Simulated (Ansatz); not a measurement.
## Relaxing Te

Method: DFT PBEsol, scalar-relativistic, plane waves, PAW in Ansatz. Cutoff 420 eV, Γ-centred k mesh, Gaussian smearing, no spin polarisation in the final step.

This is the end of a relaxation of cell and atoms.

```
CELL_PARAMETERS angstrom
5.54987 0.00000 0.00000
-2.77494 4.80633 0.00000
0.00000 0.00000 3.10234
ATOMIC_POSITIONS crystal
Te 0.00000 0.00000 0.00000
Te 0.33333 0.66667 0.50000
Te 0.66667 0.33333 0.50000
```

Energies count from the standard state of Te at the same level.

Q: What space group does it have?

A: P6/mmm (No. 191). Conventional cell: a = 5.550 Å, c = 3.102 Å. Te on Wyckoff site a (1 atom of the primitive cell) is coordinated by 2 Te at 3.10 Å and 12 Te at 3.56 Å; around Te on Wyckoff site d (2 atoms of the primitive cell) lie 5 Te at 3.10–3.20 Å and 6 Te at 3.56 Å.

Q: How far above the standard state of Te does it lie?

A: 0.26 eV/atom.

Q: Is it a metal?

A: Yes, bands cross the Fermi level on the 12×12×16 mesh.

The final run used a 12×12×16 mesh on its 3-atom cell and 0.10 eV smearing. The k mesh leaves about 4 meV/atom of noise in metals. Spin–orbit coupling is left out. The cell came from a trial start, so Te may not exist in this structure.